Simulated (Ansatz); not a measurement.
CaF2 (fluorite, Fm-3m), PBEsol (plane waves, PAW; program Ansatz): ε∞ = 2.32, cell volume 39.82 Å³. Infrared-active transverse modes:

```
ω_TO (cm⁻¹)  oscillator strength S_xx (e²/amu)
-----------  ---------------------------------
248.9                                   0.2892
```

Q: Compute the static dielectric constant.

A: Each mode adds (4.921e7/V) S/ω²: 5.77. So ε0 = 8.09.

Q: What LO frequency does the Lyddane–Sachs–Teller relation give?

A: ω_LO = ω_TO √(ε0/ε∞) = 464 cm⁻¹.

The PBEsol relaxation kept the symmetry of its start; phonons on a q-mesh show no instability.

Potentials: the later of the program's two PAW sets.
